**Q:** I have five elements, each placed on the same simple hexagonal lattice, and an energy for each. What exactly does that energy compare?

Elements in the simple hexagonal structure (P6/mmm, No. 191), one atom per cell, relaxed with the symmetry kept. Calculated with Ansatz 0.2.0 using PBE, plane-wave PAW, a 420 eV cutoff, scalar-relativistic and without spin polarisation. Energies are relative to the elements' standard states; valence electrons count only the outer s and p electrons.

| element | Z | valence electrons | volume per atom (Å³) | shortest distance (Å) | energy over elements (eV/atom) |
| --- | --- | --- | --- | --- | --- |
| B | 5 | 3 | 10.14 | 1.712 | 0.709 |
| Al | 13 | 3 | 18.78 | 2.785 | 0.223 |
| P | 15 | 5 | 14.73 | 2.449 | 0.435 |
| Ge | 32 | 4 | 19.33 | 2.693 | 0.240 |
| Sn | 50 | 4 | 28.42 | 3.070 | 0.042 |

**A:** The energy over elements is the energy per atom in this lattice, less that of the element in its standard state. All five values are positive, so each element would rather be in its own standard form. Read each value as a bill for leaving that form. It depends as much on how good the old bonding was as on how good the new one is.

**Q:** Then the number of valence electrons should settle it, since that decides how an atom bonds.

**A:** Test that on the two pairs that share a count. Boron and aluminium both have three valence electrons, yet boron pays about 3.2 times as much. Boron's cell has a peculiarity that we'll come to, so lean on the second pair: germanium and tin both have four, and germanium pays 0.198 eV per atom more. The count helps to decide which kind of bonding an atom prefers, but these pairs show that it doesn't fix the price of giving that bonding up.

**Q:** What does the lattice ask an atom to give up?

**A:** Start with its symmetry. There is one atom in the cell, so every neighbour has a partner at the same distance on the opposite side. Six neighbours lie in the plane and two lie on the axis above and below. An atom that wants its bonds on one side only, or at the corners of a tetrahedron, can't have them here.

Phosphorus is the clearest victim. In its usual solid forms it makes three short bonds in a pyramid and keeps a lone pair on the open side. On this lattice there is no open side, and the electrons of three good bonds must serve more neighbours at longer range. That is the chemical argument for its high cost of 0.435 eV per atom.

Germanium loses something similar. Its standard form is the diamond network, with four bonds pointing to the corners of a tetrahedron, and a tetrahedron has no opposite pairs. The lattice replaces those bonds with more, weaker contacts. The cost is 0.240 eV per atom.

**Q:** Tin has the same four electrons and also has a diamond-type form. Why does it pay only 0.042 eV?

**A:** Because there is less to lose. Tetrahedral bonding requires an atom to promote an s electron into a p orbital, and strong overlap with its neighbours has to repay that. Tin atoms are larger and their bonds longer, so the overlap is weaker and the repayment smaller. The tetrahedral network then has little lead over denser, more metallic arrangements, which is why tin has both a grey, diamond-type form and a white, metallic one.

Those two forms lie within a few hundredths of an electronvolt of each other in PBE, so the choice of standard state matters on the scale of tin's own value. I wouldn't interpret 0.042 eV to the last digit. The drop of 0.198 eV from germanium to tin is several times larger than that uncertainty, and it is the part that needs a chemical reason.

**Q:** Aluminium spoils the story. It has no directional bonds to lose, yet it pays almost the same as germanium.

**A:** It pays for a different loss. Aluminium's standard form is close-packed, with twelve nearest neighbours, and they already come in opposite pairs. The lattice respects that symmetry but offers only eight near neighbours. Aluminium has too few contacts here, while germanium has too many of the wrong kind.

**Q:** Are those eight contacts really equivalent for aluminium?

**A:** Very nearly, and you can check it from the table. If *a* is the distance in the plane and *c* the distance along the axis, the volume per atom is *V* = (√3/2)*a*²*c*. Put the shortest distance in for either *a* or *c*, and the other comes out less than half a percent longer. An even spread of contacts is what you would expect from a metal with little preference for direction.

For phosphorus, germanium and tin the same formula allows two shapes, and both have unequal contacts. Either the six in the plane are the short ones and the two on the axis are 13 to 16% longer, or the two on the axis are short and the six are 6 to 8% longer. The table alone doesn't settle which shape it is, but the relaxed cell edges do: all three elements take the second, with the short contacts along the axis. For phosphorus that means two neighbours at 2.449 Å and six at 2.635 Å. Tin is almost as uneven as germanium, so I wouldn't read the strength of directional bonding from this unevenness.

**Q:** Can I test the claim that aluminium and germanium lose in opposite ways, without trusting the chemistry?

**A:** Compare volumes. An open network of directional bonds wastes space, so forcing it onto this lattice should make it denser. A close-packed metal has no space to spare, so the same lattice should make it looser. The comparison has no adjustable constant, only a rough recalled volume for each standard form.

Take germanium. Its diamond form occupies roughly 23 Å³ per atom, and the table has 19.33 Å³. The ratio is 19.33/23 ≈ 0.84, so each atom takes up about 16% less space, which makes the lattice about 19% denser. For aluminium, with roughly 17 Å³ in its standard form, the ratio is 1.10, so it is about a tenth looser.

**Q:** So the two nearly equal energies are a coincidence?

**A:** That is how I read them. They differ by 0.017 eV per atom, but the volumes move in opposite directions. Phosphorus sides with germanium, at about 0.78 of its usual volume. The volumes support the sorting into two kinds of loss; they don't predict the size of either energy.

**Q:** Does the test work for tin as well?

**A:** Only halfway, and the reason is instructive. Against grey tin the ratio is 0.84, just as for germanium. Against white tin it is 1.05, which is too close to one for such rough volumes to decide anything. Tin stands on the border between the two kinds of bonding, so the answer depends on which tin you start from. The output below gives the comparison for each element.

**Q:** Would this matter to someone who works with pressure?

**A:** Yes, because pressure rewards the smaller volume. For phosphorus and germanium, squeezing helps to pay the bill, and both are known to adopt this lattice at high pressure. For aluminium, squeezing adds to the bill. Two elements with almost the same energy at zero pressure therefore respond in opposite ways.

**Q:** That leaves boron, with the highest cost of all. Is it just a more extreme phosphorus?

**A:** No, it has left the common structure. The relaxed cell keeps the hexagonal symmetry, but it has become a stack of flat triangular sheets. Each atom has six neighbours at 1.712 Å, and the next sheet is 3.995 Å away. What you are pricing is a pile of nearly separate sheets.

Boron's standard form is built of cages linked in three dimensions, with short, strong bonds. A flat sheet keeps bonds in the plane and gives up nearly all bonding across it. That is a plausible reason for a cost of 0.709 eV per atom. The relaxation found a resting point for this symmetry, which need not be the best one. As in every row, the symmetry was held throughout, so the cell may also be unstable to distortions that break it.

**Q:** How far can I trust that number, if the sheets barely hold together?

**A:** Trust its place in the order more than its details. PBE without a dispersion correction describes the attraction between such sheets poorly, so their spacing, and with it the volume, is unreliable. I would therefore keep boron out of the volume test. A dispersion correction would lower the energy of the stack, but it would also shift the standard forms and the value for phosphorus. Boron lies 0.274 eV per atom above phosphorus, so I'd expect it to stay on top, though these runs don't test that.

**Q:** One thing still bothers me. The cost falls every time the shortest distance grows, without exception. Isn't atomic size the whole explanation?

**A:** Size is a real part of it, because short bonds are usually strong and strong bonds are expensive to give up. Germanium and tin show this best, since they share a valence count and a type of bonding. But the perfect order also runs through boron, which has another shape, and through aluminium, which loses for another reason. Five elements can line up without sharing one cause.

**Q:** How should I judge another element on this lattice, then?

**A:** Ask first what its standard form gives it. If that is a few directed bonds, expect a cost that rises with their strength; if it is close packing, expect a cost for lost neighbours. Then compare the volumes to see whether pressure would help. Before using either answer, check that the relaxed cell is still a three-dimensional network, because boron shows that the name of the starting structure doesn't guarantee it.

Output of the analysis:

```
Second contact distance for the two shapes that volume and shortest distance allow:
  row  axial distance with in-plane shortest (Å)  excess over shortest (%)  in-plane distance with axial shortest (Å)  excess over shortest (%)
    B                                      3.995                     133.3                                      2.615                     52.76
   Al                                      2.796                    0.3897                                       2.79                    0.1947
    P                                      2.836                      15.8                                      2.635                      7.61
   Ge                                      3.078                     14.29                                      2.879                     6.905
   Sn                                      3.482                     13.42                                      3.269                     6.497
Volume against rough recalled volume of the standard form:
  row  recalled volume (Å³ per atom)  tabled over recalled volume
    B                            7.3                        1.389
   Al                             17                        1.105
    P                             19                       0.7753
   Ge                             23                       0.8404
   Sn                             27                        1.053
Sn volume over rough recalled volume of grey tin (ratio): 0.8359
Rank correlation of energy with shortest distance: -1
Energy of B less that of P (eV/atom): 0.274
Energy of P less that of Ge (eV/atom): 0.195
Energy of Ge less that of Sn (eV/atom): 0.198
Energy of Ge over that of Sn (ratio): 5.714
Energy of Ge less that of Al (eV/atom): 0.017
Energy of B less that of Al (eV/atom): 0.486
Energy of B over that of Al (ratio): 3.179
```
